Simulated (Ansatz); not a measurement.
A relaxed cell of Cl is given with its symmetry left out. The cell was found from a structure generator's guess, not taken from experiment.

Computed with DFT PBE, scalar-relativistic, plane waves, PAW (Ansatz). Cutoff 420 eV, Γ-centred mesh, Gaussian smearing, no spin polarisation.

```xyz
4
Lattice="4.1429 0.0000 0.0000 0.0000 2.8960 0.0000 0.0000 0.0000 9.4709" Properties=species:S:1:pos:R:3 pbc="T T T"
Cl    0.2028    0.7240    8.4598
Cl    1.8686    2.1720    3.7244
Cl    2.2742    0.7240    5.7465
Cl    3.9401    2.1720    1.0111
```

Energies count from the standard state of Cl at the same level (the diatomic molecule).

Q: What space group does it have?

A: Pnma (No. 62). Conventional cell: a = 4.143 Å, b = 2.896 Å, c = 9.471 Å. Cl has 2 Cl at 2.52 Å and 2 Cl at 2.90 Å.

Q: How far does it lie from the standard state of Cl?

A: +0.60 eV/atom. It lies above the standard state, so it could only be metastable.

Q: Is it a metal?

A: Yes, bands cross the Fermi level on the 12×16×6 mesh.

Q: From what recipe could a structure generator have reached it?

A: One such recipe: one element on all sites of the Rb type (Pnma, No. 62). Other recipes can lead to the same cell.

The last run used a 12×16×6 mesh (in the run's order of axes) for its 4-atom cell and Gaussian smearing of 0.10 eV. No dispersion correction is applied, so the spacing and binding between layers, chains or molecules are poorly described. The cell is a metal run without spin; a magnetic state may lie lower. A structure relaxed within its symmetry needn't be a true minimum.
